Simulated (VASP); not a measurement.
# K (Fm-3m) in VASP: further runs

One crystal, K, is run at these levels: PBEsol; tasks: single point.

Program: VASP 6.6.1. These are calculated values, not measurements. Logs are shortened: lines on timing, memory, paths and dates and some standing lists are left out, and cuts for length are marked.

### 1 The structure

It takes space group Fm-3m (No. 225, cubic). Conventional cell: a = 5.014 Å, b = 5.014 Å, c = 5.014 Å, α = 90.00°, β = 90.00°, γ = 90.00°. K (site symmetry m-3m) is surrounded by 12 K at 3.55 Å.

This isn't the form of K at room conditions, which is bcc.

### 2 Single point, PBEsol

File INCAR:

```
ALGO     = Fast           # electronic algorithm
EDIFF    = 1E-6           # SCF threshold, eV
ENCUT    = 520            # plane-wave cutoff, eV
GGA      = PS             # functional
ISIF     = 2              # what is computed and relaxed
ISMEAR   = -1             # smearing method
LASPH    = T              # aspherical terms in the spheres
LCHARG   = F              # write CHGCAR
LREAL    = F              # projectors in reciprocal space
LWAVE    = F              # write WAVECAR
NBANDS   = 10             # bands
NELM     = 100            # most SCF steps
PREC     = Accurate       # precision mode
SIGMA    = 0.1            # smearing width, eV
```

File KPOINTS:

```
k-points
0
Gamma
  8 8 8
```

File POSCAR:

```
K
1.0
    0.0000000000      2.5070598923      2.5070598923
    2.5070598923      0.0000000000      2.5070598923
    2.5070598923      2.5070598923      0.0000000000
K
1
Direct
    0.0000000000      0.0000000000      0.0000000000
```

Potentials or basis: VASP PAW PBE potentials, release 64 (K_sv).

On the command line:

```bash
> cat potpaw_PBE.64/K_sv/POTCAR > POTCAR
> mpirun -np 1 vasp_std > vasp.out
```

OUTCAR:

```text
EDIFF = 1E-6
   ENCUT = 520
   GGA = PS
   ISIF = 2
   ISMEAR = -1
   LASPH = T
   LREAL = F
   NELM = 100
   PREC = Accurate

 ion  position               nearest neighbor table
   1  0.000  0.000  0.000-

  LATTYP: Found a face centered cubic cell.
 ALAT       =     5.0141197846

  Lattice vectors:

 A1 = (   0.0000000000,   2.5070598923,   2.5070598923)
 A2 = (   2.5070598923,   0.0000000000,   2.5070598923)
 A3 = (   2.5070598923,   2.5070598923,   0.0000000000)

Analysis of symmetry for initial positions (statically):
=====================================================================
 Subroutine PRICEL returns:
 Original cell was already a primitive cell.

 Routine SETGRP: Setting up the symmetry group for a
 face centered cubic supercell.

 Subroutine GETGRP returns: Found 48 space group operations
 (whereof 48 operations were pure point group operations)
 out of a pool of 48 trial point group operations.

The static configuration has the point symmetry O_h .

Analysis of symmetry for dynamics (positions and initial velocities):
=====================================================================
 Subroutine PRICEL returns:
 Original cell was already a primitive cell.

 Routine SETGRP: Setting up the symmetry group for a
 face centered cubic supercell.

 Subroutine GETGRP returns: Found 48 space group operations
 (whereof 48 operations were pure point group operations)
 out of a pool of 48 trial point group operations.

The dynamic configuration has the point symmetry O_h .

 Subroutine INISYM returns: Found 48 space group operations
 (whereof 48 operations are pure point group operations),
 and found     1 'primitive' translations

----------------------------------------------------------------------------------------

                                     Primitive cell

  volume of cell :      31.5155

  direct lattice vectors                    reciprocal lattice vectors
     0.000000000  2.507059892  2.507059892    -0.199436799  0.199436799  0.199436799
     2.507059892  0.000000000  2.507059892     0.199436799 -0.199436799  0.199436799
     2.507059892  2.507059892  0.000000000     0.199436799  0.199436799 -0.199436799

  length of vectors
     3.545518101  3.545518101  3.545518101     0.345434669  0.345434669  0.345434669

  position of ions in fractional coordinates (direct lattice)
     0.000000000  0.000000000  0.000000000

  ion indices of the primitive-cell ions
   primitive index   ion index
                 1           1

----------------------------------------------------------------------------------------

 KPOINTS: k-points

Automatic generation of k-mesh.
 Grid dimensions read from file:
 generate k-points for:    8    8    8

 Generating k-lattice:

  Cartesian coordinates                     Fractional coordinates (reciprocal lattice)
    -0.024929600  0.024929600  0.024929600     0.125000000  0.000000000  0.000000000
     0.024929600 -0.024929600  0.024929600     0.000000000  0.125000000  0.000000000
     0.024929600  0.024929600 -0.024929600     0.000000000  0.000000000  0.125000000

  Length of vectors
     0.043179334  0.043179334  0.043179334

  Shift w.r.t. Gamma in fractional coordinates (k-lattice)
     0.000000000  0.000000000  0.000000000

 Subroutine IBZKPT returns following result:
 ===========================================

 Found     29 irreducible k-points:

 Following reciprocal coordinates:
            Coordinates               Weight
  0.000000  0.000000  0.000000      1.000000
  0.125000  0.000000  0.000000      8.000000
  0.250000  0.000000  0.000000      8.000000
  0.375000  0.000000  0.000000      8.000000
  0.500000  0.000000  0.000000      4.000000
  0.125000  0.125000  0.000000      6.000000
[... 16 lines left out ...]
  0.500000  0.250000  0.125000     48.000000
 -0.375000  0.250000  0.125000     24.000000
 [... further k-points ...]
   k-points           NKPTS =     29   k-points in BZ     NKDIM =     29   number of bands    NBANDS=     10
   number of dos      NEDOS =    301   number of ions     NIONS =      1
   total plane-waves  NPLWV =  21952
   dimension x,y,z NGX =    28 NGY =   28 NGZ =   28
   dimension x,y,z NGXF=    56 NGYF=   56 NGZF=   56
   ions per type =               1
   NGX,Y,Z   is equivalent  to a cutoff of  13.13, 13.13, 13.13 a.u.
   NGXF,Y,Z  is equivalent  to a cutoff of  26.26, 26.26, 26.26 a.u.
 SYSTEM =  unknown system
   PREC   = accura    normal or accurate (medium, high low for compatibility)
   ISTART =      0    job   : 0-new  1-cont  2-samecut
   ICHARG =      2    charge: 1-file 2-atom 10-const
   ISPIN  =      1    spin polarized calculation?
   LNONCOLLINEAR =      F non collinear calculations
   LSORBIT =      F    spin-orbit coupling
   LASPH  =      T    aspherical Exc in radial PAW
   ENCUT  =  520.0 eV  38.22 Ry    6.18 a.u.   6.59  6.59  6.59*2*pi/ulx,y,z
   NELM   =    100;   NELMIN=  2; NELMDL= -5     # of ELM steps
   EDIFF  = 0.1E-05   stopping-criterion for ELM
   LREAL  =      F    real-space projection
   EDIFFG = 0.1E-04   stopping-criterion for IOM
   NSW    =      0    number of steps for IOM
   IBRION =     -1    ionic relax: 0-MD 1-quasi-New 2-CG
   NFREE  =      0    steps in history (QN), initial steepest desc. (CG)
   ISIF   =      2    stress and relaxation
   ISYM   =      2    0-nonsym 1-usesym 2-fastsym
   POTIM  = 0.5000    time-step for ionic-motion
   TEBEG  =    0.0;   TEEND  =   0.0 temperature during run
   PSTRESS=    0.0 pullay stress
   NELECT =       9.0000    total number of electrons
   NUPDOWN=      -1.0000    fix difference up-down
   EMIN   =  10.00;   EMAX   =-10.00  energy-range for DOS
   EFERMI =   0.00;   METHOD = LEGACY
   ISMEAR =    -1;   SIGMA  =   0.10  broadening in eV -4-tet -1-fermi 0-gaus
   EFERMI_NEDOS =   21; number of points for ismear=-14 and -15
   IALGO  =     68    algorithm
   IMIX   =      4    mixing-type and parameters
     AMIX     =   0.40;   BMIX     =  1.00
     AMIX_MAG =   1.60;   BMIX_MAG =  1.00
  volume/ion in A,a.u.               =      31.52       212.68
  Fermi-wavevector in a.u.,A,eV,Ry     =   1.078072  2.037260 15.813215  1.162238
  Thomas-Fermi vector in A             =   2.214000
   LORBIT       =      0    0 simple, 1 ext, 2 COOP (PROOUT), +10 PAW based schemes
   GGA     = PS    functional components
   LHFCALC =     F    Hartree Fock is set to
   AEXX    =    0.0000 exact exchange contribution
   IVDW    =     0    specifies the selected vdW correction
   LEPSILON=     F    determine dielectric tensor
   LRPA    =     F    only Hartree local field effects (RPA)
 non-spin polarized calculation
 RMM-DIIS sequential band-by-band and
  energy-cutoff  :      520.00
  volume of cell :       31.52
 maximum number of plane-waves:       877
 NGX is ok and might be reduce to    28
   NGX = 13   NGY = 13   NGZ = 13

 number of electron       9.0000000 magnetization

 Free energy of the ion-electron system (eV)
  ---------------------------------------------------
  ext. energy  EPLUGINS =         0.00000000
  ---------------------------------------------------
  free energy    TOTEN  =        -0.27739554 eV

  energy without entropy =       -0.23477191  energy(sigma->0) =       -0.25608372

 E-fermi :   2.7586     XC(G=0):  -8.3408

 val. band max:        2.6923538500   @ k =   0.5000   0.0000   0.0000
 cond. band min:       2.7592395390   @ k =   0.5000   0.2500   0.1250
 fundamental gap:      0.0668856890
 Fermi energy:         2.7586460901

 k-point     1 :       0.0000    0.0000    0.0000
  band No.  band energies     occupation
      1     -29.4173      2.00000
      2     -12.5299      2.00000
      3     -12.5299      2.00000
      4     -12.5299      2.00000
      5      -0.6520      2.00000
      6       7.3021      0.00000
      7       7.3021      0.00000
      8       7.3021      0.00000
      9       9.5310      0.00000
     10       9.5310      0.00000

 k-point     2 :       0.1250    0.0000    0.0000
  band No.  band energies     occupation
      1     -29.3967      2.00000
      2     -12.6814      2.00000
      3     -12.5461      2.00000
      4     -12.5461      2.00000
      5      -0.2490      2.00000
      6       6.7204      0.00000
      7       7.4624      0.00000
      8       7.4624      0.00000
      9       9.2900      0.00000
     10       9.2900      0.00000

 k-point     3 :       0.2500    0.0000    0.0000
  band No.  band energies     occupation
      1     -29.3464      2.00000
      2     -13.0271      2.00000
      3     -12.5847      2.00000
      4     -12.5847      2.00000
      5       0.7941      2.00000
      6       5.6852      0.00000
      7       7.4883      0.00000
      8       7.4883      0.00000
      9       9.4000      0.00000
     10       9.4000      0.00000

 k-point     4 :       0.3750    0.0000    0.0000
  band No.  band energies     occupation
      1     -29.2953      2.00000
      2     -13.3491      2.00000
      3     -12.6227      2.00000
      4     -12.6227      2.00000
      5       2.0312      1.99862
      6       4.8279      0.00000
      7       7.1338      0.00000
      8       7.1338      0.00000
      9      10.3835      0.00000
     10      10.3836      0.00000

 k-point     5 :       0.5000    0.0000    0.0000
  band No.  band energies     occupation
      1     -29.2739      2.00000
      2     -13.4768      2.00000
      3     -12.6383      2.00000
      4     -12.6383      2.00000
      5       2.6924      1.31983
      6       4.4182      0.00000
      7       6.9620      0.00000
      8       6.9620      0.00000
      9      11.0659      0.00000
     10      11.0659      0.00000

 k-point     6 :       0.1250    0.1250    0.0000
  band No.  band energies     occupation
      1     -29.3898      2.00000
      2     -12.6796      2.00000
      3     -12.5768      2.00000
      4     -12.5768      2.00000
      5      -0.1191      2.00000
      6       6.5561      0.00000
      7       7.5658      0.00000
      8       7.5658      0.00000
      9       8.5689      0.00000
     10       9.7210      0.00000
[... 183 lines left out ...]
 k-point    21 :       0.5000    0.5000    0.0000
  band No.  band energies     occupation
      1     -29.2281      2.00000
      2     -13.3949      2.00000
      3     -12.8428      2.00000
      4     -12.8428      2.00000
      5       2.6019      1.65498
      6       4.1630      0.00000
      7       6.1663      0.00000
      8      11.0816      0.00000
      9      11.5607      0.00000
     10      11.8711      0.00000

 k-point    22 :       0.3750    0.2500    0.1250
  band No.  band energies     occupation
      1     -29.3089      2.00000
      2     -13.1036      2.00000
      3     -12.7552      2.00000
      4     -12.6390      2.00000
      5       1.6025      1.99998
      6       5.3026      0.00000
      7       6.3638      0.00000
      8       8.2402      0.00000
      9       8.5800      0.00000
     10      10.6687      0.00000

 k-point    23 :       0.5000    0.2500    0.1250
  band No.  band energies     occupation
      1     -29.2679      2.00000
      2     -13.2700      2.00000
      3     -12.8568      2.00000
      4     -12.6884      2.00000
      5       2.7592      0.99703
      6       4.7470      0.00000
      7       5.7441      0.00000
      8       7.9169      0.00000
      9       9.6955      0.00000
     10      11.5490      0.00000

 k-point    24 :      -0.3750    0.2500    0.1250
  band No.  band energies     occupation
      1     -29.2508      2.00000
      2     -13.3398      2.00000
      3     -12.8893      2.00000
      4     -12.7155      2.00000
      5       3.6769      0.00021
      6       3.9867      0.00001
      7       5.7942      0.00000
      8       7.7325      0.00000
      9      10.5388      0.00000
     10      11.4987      0.00000

 [... further k-points ...]

------------------------ aborting loop because EDIFF is reached ----------------------------------------

  FORCE on cell =-STRESS in cart. coord.  units (eV):
  Direction    XX          YY          ZZ          XY          YZ          ZX
  --------------------------------------------------------------------------------------
  -------------------------------------------------------------------------------------
  Total        2.4837508      2.4837508      2.4837508     -0.0000000      0.0000000      0.0000000
  in kB      126.2683427    126.2683427    126.2683427     -0.0000000      0.0000000      0.0000000
  external PRESSURE =     126.2683427 kB  Pullay stress =       0.0000000 kB

 VOLUME and BASIS-vectors are now :
 -----------------------------------------------------------------------------
  energy-cutoff  :      520.00
  volume of cell :       31.52
      direct lattice vectors                 reciprocal lattice vectors
     0.000000000  2.507059892  2.507059892    -0.199436799  0.199436799  0.199436799
     2.507059892  0.000000000  2.507059892     0.199436799 -0.199436799  0.199436799
     2.507059892  2.507059892  0.000000000     0.199436799  0.199436799 -0.199436799

 POSITION                                       TOTAL-FORCE (eV/Angst)
 -----------------------------------------------------------------------------------
      0.00000      0.00000      0.00000         0.000000      0.000000     -0.000000
 -----------------------------------------------------------------------------------
    total drift:                               -0.000000     -0.000000     -0.000000

  FREE ENERGIE OF THE ION-ELECTRON SYSTEM (eV)
  ---------------------------------------------------
  free  energy   TOTEN  =        -0.2773955365 eV

  energy  without entropy=       -0.2347719052  energy(sigma->0) =       -0.25608372
```

Wall time 10 s (1 thread of AMD EPYC 9R14 (Zen 4), shared host); peak memory 0.12 GiB.

What came out:

| Quantity | Value |
| --- | --- |
| Free energy | -0.2774 eV |
| Pressure | 12.6 GPa |
| Band gap on the k mesh | none (metal or under the smearing width) |

Caveat: the PAW data sets were made with another functional, which shifts forces and pressure a little.

### 3 Single point, PBEsol

This run uses another cell than the first one, of 30.55 Å³/atom, 0.969 times its volume.

File INCAR:

```
  ALGO = Normal
  EDIFF = 1E-6
  ENCUT = 520
  GGA = PS
  ISIF = 2
  ISMEAR = -1
  LASPH = True
  LCHARG = False
  LREAL = False
  LWAVE = False
  NBANDS = 10
  NELM = 100
  PREC = Accurate
  SIGMA = 0.1
```

KPOINTS is that of step 2.

File POSCAR:

```
K
1.0
    0.0000000000      2.4812120730      2.4812120730
    2.4812120730      0.0000000000      2.4812120730
    2.4812120730      2.4812120730      0.0000000000
K
1
Direct
    0.0000000000      0.0000000000      0.0000000000
```

Potentials or basis: VASP PAW PBE potentials, release 64 (K_sv).

On the command line:

```bash
> cat potpaw_PBE.64/K_sv/POTCAR > POTCAR
> mpirun -np 1 vasp_std > vasp.out
```

OUTCAR:

```text
EDIFF = 1E-6
   ENCUT = 520
   GGA = PS
   ISIF = 2
   ISMEAR = -1
   LASPH = True
   LREAL = False
   NELM = 100
   PREC = Accurate

 ion  position               nearest neighbor table
   1  0.000  0.000  0.000-

  LATTYP: Found a face centered cubic cell.
 ALAT       =     4.9624241460

  Lattice vectors:

 A1 = (   0.0000000000,   2.4812120730,   2.4812120730)
 A2 = (   2.4812120730,   0.0000000000,   2.4812120730)
 A3 = (   2.4812120730,   2.4812120730,   0.0000000000)

Analysis of symmetry for initial positions (statically):
[... 484 lines left out ...]
      5       3.8325      0.00021
      6       4.1660      0.00001
      7       5.9563      0.00000
      8       7.9077      0.00000
      9      10.7823      0.00000
     10      11.7811      0.00000

 [... further k-points ...]
[... 5 lines left out ...]
  --------------------------------------------------------------------------------------
  -------------------------------------------------------------------------------------
  Total        2.5886785      2.5886785      2.5886785     -0.0000000     -0.0000000      0.0000000
  in kB      135.7585043    135.7585043    135.7585043     -0.0000000     -0.0000000      0.0000000
  external PRESSURE =     135.7585043 kB  Pullay stress =       0.0000000 kB

 VOLUME and BASIS-vectors are now :
 -----------------------------------------------------------------------------
  energy-cutoff  :      520.00
  volume of cell :       30.55
      direct lattice vectors                 reciprocal lattice vectors
     0.000000000  2.481212073  2.481212073    -0.201514415  0.201514415  0.201514415
     2.481212073  0.000000000  2.481212073     0.201514415 -0.201514415  0.201514415
     2.481212073  2.481212073  0.000000000     0.201514415  0.201514415 -0.201514415

 POSITION                                       TOTAL-FORCE (eV/Angst)
 -----------------------------------------------------------------------------------
      0.00000      0.00000      0.00000         0.000000      0.000000      0.000000
 -----------------------------------------------------------------------------------
    total drift:                               -0.000000      0.000000      0.000000

  FREE ENERGIE OF THE ION-ELECTRON SYSTEM (eV)
  ---------------------------------------------------
  free  energy   TOTEN  =        -0.1984742361 eV

  energy  without entropy=       -0.1549819450  energy(sigma->0) =       -0.17672809
```

It took 5.9 s on 1 thread of AMD EPYC 9R14 (Zen 4), shared host; peak memory 0.12 GiB.

What came out:

```
Free energy            : -0.1985 eV
Pressure               : 13.6 GPa
Band gap on the k mesh : none (metal or under the smearing width)
```

Levels at points of the mesh, in eV from the Fermi level:
| k point | band 3 | band 4 | band 5 | band 6 | band 7 | band 8 |
| --- | --- | --- | --- | --- | --- | --- |
| (0.00, 0.00, 0.00) | -15.29 | -15.29 | -3.44 | 4.53 | 4.53 | 4.53 |
| (0.50, 0.00, 0.00) | -15.41 | -15.41 | -0.10 | 1.76 | 4.19 | 4.19 |
| (0.50, 0.50, 0.00) | -15.63 | -15.63 | -0.23 | 1.33 | 3.56 | 8.41 |

Caveat: the PAW data sets were made with another functional, which shifts forces and pressure a little.
